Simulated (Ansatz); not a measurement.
# MoS2 in Ansatz: reference runs

Reference runs on MoS2: the cell as given.

Program: Ansatz 0.2.0. These are calculated values, not measurements. Logs are shortened: lines on timing, memory, paths and dates and some standing lists are left out, and cuts for length are marked.

## 1. The cell of the first run

The cell holds a slab with vacuum, 6 atoms: a = 3.163 Å, b = 3.163 Å, c = 24.127 Å, α = 90.00°, β = 90.00°, γ = 120.00°.

## 2. Single point, PBE (the (0 0 1) slab of MoS2, cut from the database cell, not relaxed)

Contents of input.yaml:

```yaml
crystal:
  lattice:
    - [3.1630007135, 0.0, 0.0]
    - [-1.5815003568, 2.7392389701, 0.0]
    - [0.0, 0.0, 24.126823365]
  atoms:
    - { symbol: S, position: [0.3333333333, 0.6666666667, 0.3108573345] }
    - { symbol: Mo, position: [0.6666666667, 0.3333333333, 0.3731138871] }
    - { symbol: S, position: [0.3333333333, 0.6666666667, 0.43534506] }
    - { symbol: S, position: [0.0, 0.0, 0.56465494] }
    - { symbol: Mo, position: [0.3333333333, 0.6666666667, 0.6269114927] }
    - { symbol: S, position: [0.0, 0.0, 0.6891426655] }
hamiltonian:
  xc: pbe
  pseudopotentials: { kind: paw }
kpoints:
  mp_grid: { grid: [10, 10, 1] }
scf:
  occupations: { method: fermi_dirac, width: 0.05 }
output:
  forces: true
  eigenvalues: true
  write_density: true
  write_potential: true
  elf: true
  volumetric_format: npy
efield:
  axis: 3
  dipole_correction: true
  ramp_width: 0.04
```

Potentials or basis: Ansatz PAW.

Started as:

```sh
ansatz run input.yaml --threads 4 --pin off --max-ram 11264MiB --backend cpu --events-out ev --progress --plain --runs-dir out
```

Output:

```text
Warning: RAYON_NUM_THREADS=4 ignored (pool sized by the plan → 4); use --threads N
Engine: ansatz 0.2.0, x86_64-unknown-linux-gnu
Pseudopotentials: kind: paw
Pseudopotential: S, paw, valence charge 6, recommended cutoff 420 eV (normal), S.paw.azcp
Pseudopotential: Mo, paw, valence charge 14, recommended cutoff 420 eV (normal), Mo.paw.azcp
Functional definition: PBE
  parameter kappa = 0.804
  parameter beta = 0.06672455060314922
  exchange = pbe_x(kappa = kappa, mu = beta*pi^2/3)
  correlation = pbe_c(beta = beta)
Crystal: 6 atoms, lattice volume = 209.040 Å³
Basis set: ecut = 420 eV, 4029 PW (Γ), exchange–correlation on 48×48×324 points (8 copies of the dense FFT grid, shifted against one another)
Bands: 32, of which v1, the nominal top of the filled ones, is band 26 counted from 1 (25 counted from 0)
Symmetry: 6 space group operations
Space group: P3m1 (ITA 156), of the structure as read, at distance tolerance 5.9e-5 Å
k-points: 14 of 100 (time reversal used)
Non-local potential: S, projectors of the file, l = 0: 2, l = 1: 2, l = 2: 2
Non-local potential: Mo, projectors of the file, l = 0: 3, l = 1: 2, l = 2: 2, l = 3: 1
PAW form: soft (Blöchl's): semilocal exchange-correlation on the pseudo side does not see the compensation charge
PAW one-centre angular grid: S, 110 points (default); XC on 64 Gauss nodes
PAW one-centre angular grid: Mo, 590 points (default); XC on 64 Gauss nodes
Initial density: superposition of atomic densities (neutral atoms: chi_scale 0, normalization atom), corrected by the library's trained network
Initial wavefunctions: pseudopotential atomic-orbital guess
Functional: x = pbe(κ = 0.804, μ = 0.2195149727645171), c = pbe(β = 0.06672455060314922)
SCF iter   1: F=—  HF=-13525.394825 eV  |F-HF|=—  |Δ(HF+E_count)|=         —  Δρ=4.25e-3  dr2=5.16e-2  ethr=1.77e-3  p=-0.000 e·Å  D=-1.14e-4 V/Å  ΔV_dip=0.00 eV  dr2_dipole=5.77e-5  V_vac-E_F(+/−)=4.94/4.94 eV  ⟨swp⟩=9.2  Hψ=2437  notcnv=0
efield: sawtooth ramp at fractional position 0.9800 (placed from the atoms, in the widest stretch of the axis that holds none; the zero of the levels goes with the place), width 0.0400; the density the first Hamiltonian is built on has a dipole p = -0.000 e·Å; the dipole correction subtracts the counter field D = -1.14e-4 V/Å, which shifts the + side's vacuum level by +0.00 eV against the − side's; the planar-averaged density in the ramp window peaks in size at 4.6e-5 e/Å³
preconditioner: auto → none  [insulator: Δε(μ)=1.012 eV  Ē_g=7.963 eV  σ=0.050 eV  W_gap=1.00  n_scr=16 (ndim 8)  ℏωp=15.4 eV  f_vac=0.487  D(μ)=0.00/eV (n_scr^D=0)  ε∞_Penn≈4.7]
SCF iter   2: F=—  HF=-13525.467316 eV  |F-HF|=—  |Δ(HF+E_count)|=   7.25e-2  Δρ=5.69e-3  dr2=7.10e-1  ethr=9.92e-5  p=0.006 e·Å  D=4.88e-3 V/Å  ΔV_dip=-0.12 eV  dr2_dipole=4.08e-4  V_vac-E_F(+/−)=5.21/5.33 eV  ⟨swp⟩=4.1  Hψ=1187  notcnv=0  defer=5
SCF iter   3: F=—  HF=-13525.401856 eV  |F-HF|=—  |Δ(HF+E_count)|=   6.55e-2  Δρ=2.03e-3  dr2=1.60e-2  ethr=9.92e-5  p=0.002 e·Å  D=1.98e-3 V/Å  ΔV_dip=-0.05 eV  dr2_dipole=8.24e-6  V_vac-E_F(+/−)=4.81/4.86 eV  ⟨swp⟩=3.9  Hψ=1109  notcnv=0  defer=4
SCF iter   4: F=—  HF=-13525.405509 eV  |F-HF|=—  |Δ(HF+E_count)|=   3.65e-3  Δρ=1.77e-3  dr2=1.55e-2  ethr=3.07e-5  p=0.003 e·Å  D=2.50e-3 V/Å  ΔV_dip=-0.06 eV  dr2_dipole=8.27e-6  V_vac-E_F(+/−)=4.93/4.99 eV  ⟨swp⟩=2.1  Hψ=723  notcnv=0  defer=4
SCF iter   5: F=—  HF=-13525.404334 eV  |F-HF|=—  |Δ(HF+E_count)|=   1.17e-3  Δρ=3.17e-4  dr2=6.30e-5  ethr=2.98e-5  p=0.002 e·Å  D=2.04e-3 V/Å  ΔV_dip=-0.05 eV  dr2_dipole=5.10e-6  V_vac-E_F(+/−)=4.84/4.89 eV  ⟨swp⟩=2.0  Hψ=573  notcnv=0  defer=4
SCF iter   6: F=—  HF=-13525.404397 eV  |F-HF|=—  |Δ(HF+E_count)|=   6.27e-5  Δρ=1.13e-4  dr2=1.72e-4  ethr=1.21e-7  p=0.004 e·Å  D=3.47e-3 V/Å  ΔV_dip=-0.08 eV  dr2_dipole=9.38e-5  V_vac-E_F(+/−)=4.82/4.90 eV  ⟨swp⟩=3.2  Hψ=926  notcnv=0  defer=4
SCF iter   7: F=—  HF=-13525.404377 eV  |F-HF|=—  |Δ(HF+E_count)|=   2.00e-5  Δρ=4.35e-5  dr2=6.03e-6  ethr=1.21e-7  p=0.003 e·Å  D=2.17e-3 V/Å  ΔV_dip=-0.05 eV  dr2_dipole=9.21e-7  V_vac-E_F(+/−)=4.84/4.89 eV  ⟨swp⟩=2.1  Hψ=598  notcnv=0  defer=4
SCF iter   8: F=—  HF=-13525.404378 eV  |F-HF|=—  |Δ(HF+E_count)|=   1.25e-6  Δρ=1.58e-5  dr2=6.72e-7  ethr=1.16e-8  p=0.003 e·Å  D=2.26e-3 V/Å  ΔV_dip=-0.05 eV  dr2_dipole=3.94e-8  V_vac-E_F(+/−)=4.83/4.89 eV  ⟨swp⟩=2.0  Hψ=642  notcnv=0  defer=4
SCF iter   9: F=—  HF=-13525.404379 eV  |F-HF|=—  |Δ(HF+E_count)|=   3.72e-7  Δρ=1.15e-5  dr2=7.04e-7  ethr=1.29e-9  p=0.003 e·Å  D=2.28e-3 V/Å  ΔV_dip=-0.05 eV  dr2_dipole=2.48e-9  V_vac-E_F(+/−)=4.83/4.89 eV  ⟨swp⟩=2.5  Hψ=754  notcnv=0  defer=4
SCF iter  10: F=-13525.404379 eV  HF=-13525.404379 eV  |F-HF|=4.66e-8  |Δ(HF+E_count)|=   4.86e-8  Δρ=2.91e-6  dr2=1.82e-8  ethr=1.92e-10  p=0.003 e·Å  D=2.28e-3 V/Å  ΔV_dip=-0.06 eV  dr2_dipole=7.12e-10  V_vac-E_F(+/−)=4.83/4.89 eV  ⟨swp⟩=11.6  Hψ=3981  notcnv=0
SCF 1 converged in 10 iterations: F = -13525.404379 eV  dr2 = 1.82e-8
WARN: The input density's exchange-correlation potential varies sharply where the density is thin. Do not read a vacuum level from v_tot or v_xc, or from such a field of the output density. On a cell that repeats whose density bears no net charge and no dipole along the vacuum's axis use v_es (v_loc + v_h of the components); under efield.dipole_correction with no amplitude use v_es + v_field, which holds any external_charges[].barrier, or the levels of the report's work_function block, which leave it out; under a non-zero efield.amplitude the vacuum is tilted and has no level; on a cell that repeats and bears such a dipole with no correction it is tilted too, and efield.dipole_correction with no amplitude gives each side of its ramp a level where efield: is served; in a cell that repeats whose density bears a net charge (total_charge, or a fill off its count) it is curved and has none; of a slab under crystal.periodic whose density bears no net charge use v_es, which has a level on each side, short of where the two are joined; of another it falls or rises all the way out and has none; of a slab beside external_charges read slab_vacuum_level instead, which it has where they leave it neutral. The grid or the basis barely resolves most such structure, and the values can differ between equally converged runs; as a rule a tighter scf.convergence.dr2_threshold does not remove it. Where the density itself ripples (under the LDA too) a higher basis.ecutwfc lessens it. The files hold the spikes' plane waves up to the density's cutoff. Files: v_tot and the like, and their columns of v_z.tsv (output.write_potential); v_xc and the like, and their columns of v_comp_z.tsv (output.write_potential_components); where files of the output density stand in their place, no point of their own thin density is over the threshold below, and this is of outcome.potential() and, of a run that writes arrays (npy), the arrays of these names. Measured: with its Gaussian average of σ = 0.25 Å subtracted twice, the exchange-correlation potential is over 0.1 eV at 2 of the grid points where the equally averaged density (valence and model cores) is under 1e-3 e/Å³, and 0.104 eV at the most among them, at an averaged density of 1.1e-7 e/Å³. See output.write_potential in the manual, Limitations
SCF converged after 10 iterations
Free energy (F): -13525.404379 eV
Harris-Foulkes:  -13525.404379 eV  (|F-HF|=4.66e-8)
Internal energy: -13525.404376 eV  (E = F + TS)
E sigma→0 (E₀):  -13525.404378 eV
Entropy (-TS):   -0.000002 eV (-0.000 meV/atom)
Fermi energy:    3.438520 eV
Dipole field:    D = 0.002248 V/Å  (p = 0.002597 e·Å, saw-weighted, corrected)
Work function:   Φ+ = 4.8351 eV   Φ− = 4.8894 eV
Levels:          The Fermi level and band energies are counted from a zero that moves with the ramp; work functions are not
--- Per-component energies (eV) ---
  E_band       = -728.071986
  E_kinetic    = 1319.875329
  E_local      = -35901.454902  (includes V_loc(G=0)·N_el)
  E_nonlocal   = 398.957060
  E_hartree    = 17287.728045
  E_xc         = -759.620130
  E_vxc        = -813.469801  (∫ρ·V_xc dr)
  E_paw        = -8803.676005  (= ΣΔE_a)
  E_vpaw       = -307.423629  (= ΣTr[D̂ρ^β])
  E_aug_tail   = 0.000072  (compensation charges beyond the density's cutoff)
  E_efield     = 0.000003  (sawtooth field / dipole correction)
  E_vefield    = -0.000013  (∫n·V_field dr)
  E_ewald      = 12932.786153
  E_smearing   = -0.000002  (= −TS)
  E_closure    = 0.000000  (closes the sum)
  Σ components = -13525.404379   (vs F -13525.404379, Δ=0.00e0)
--- Forces (eV/Å), atoms counted from 1 ---
  atom   1  S      0.00000000     0.00000000    -1.39147277
  atom   2  Mo     0.00000000     0.00000000    -0.02081200
  atom   3  S     -0.00000000     0.00000000     1.29167115
  atom   4  S      0.00000000     0.00000000    -1.28842962
  atom   5  Mo     0.00000000     0.00000000     0.01429421
  atom   6  S     -0.00000000     0.00000000     1.39475840
  max |Σ_I F_I| component: 9.37e-6 eV/Å
--- Band table (eV; the first three rows and the last of 14) ---
  k-point 0: bands = ["-58.5278", "-58.4747", "-32.6999", "-32.6469", "-32.4845", "-32.4845", "-32.4314", "-32.4314", "-12.1188", "-11.9986", "-10.6019", "-10.4068", "-3.7948", "-3.3290", "-0.6895", "-0.6895", "-0.6361", "-0.6361", "0.1652", "0.5319", "0.5319", "0.5862", "0.5862", "1.1645", "2.3143", "2.9787", "5.1170", "5.1170", "5.1828", "5.1828", "5.5294", "5.5294"]
  k-point 1: bands = ["-58.5238", "-58.4707", "-32.6917", "-32.6387", "-32.5254", "-32.4937", "-32.4722", "-32.4406", "-11.9648", "-11.8453", "-10.5449", "-10.3583", "-3.6333", "-3.1715", "-0.9933", "-0.9397", "-0.5264", "-0.4726", "-0.4191", "-0.0307", "0.2978", "0.3535", "0.9601", "1.5027", "2.2511", "2.7513", "4.9742", "5.0291", "5.1641", "5.3123", "5.3174", "5.3998"]
  k-point 2: bands = ["-58.5133", "-58.4601", "-32.6703", "-32.6309", "-32.6173", "-32.5777", "-32.5176", "-32.4645", "-11.5390", "-11.4233", "-10.3877", "-10.2253", "-3.2822", "-2.8677", "-1.5734", "-1.5149", "-1.1631", "-0.8678", "-0.2102", "-0.1523", "-0.0815", "-0.0266", "1.0300", "1.4821", "1.8925", "2.0691", "4.6077", "4.9148", "4.9402", "5.0499", "5.0673", "5.3429"]
  k-point 13: bands = ["-58.4811", "-58.4280", "-32.8159", "-32.7628", "-32.7202", "-32.6670", "-32.6046", "-32.5516", "-9.9257", "-9.8688", "-9.7580", "-9.7016", "-3.3429", "-3.2939", "-2.7638", "-2.6550", "-1.7100", "-1.6757", "-1.3108", "-1.2839", "-0.7444", "-0.6083", "0.3321", "0.4311", "2.0617", "2.1213", "3.9990", "4.0561", "5.5726", "5.6136", "5.9034", "6.0488"]
```

Wall time 5.1 s (4 threads of Intel Xeon Platinum 8375C at 2.90GHz (Ice Lake), shared host); peak memory 0.59 GiB.

Results:

```yaml
Free_energy: -13525.4044 eV
Largest_force: 1.395 eV/Å
Band_gap_on_the_k_mesh: 1.02 eV, indirect (least direct gap 1.88 eV)
Work_function_of_the_upper_face: 4.84 eV
Work_function_of_the_lower_face: 4.89 eV
Dipole_across_the_slab: 0.003 e·Å
```

Forces in eV/Å, atoms in the order of the input:
```
S    0.000  0.000 -1.391
Mo   0.000  0.000 -0.021
S    0.000  0.000  1.292
S    0.000  0.000 -1.288
Mo   0.000  0.000  0.014
S    0.000  0.000  1.395
```
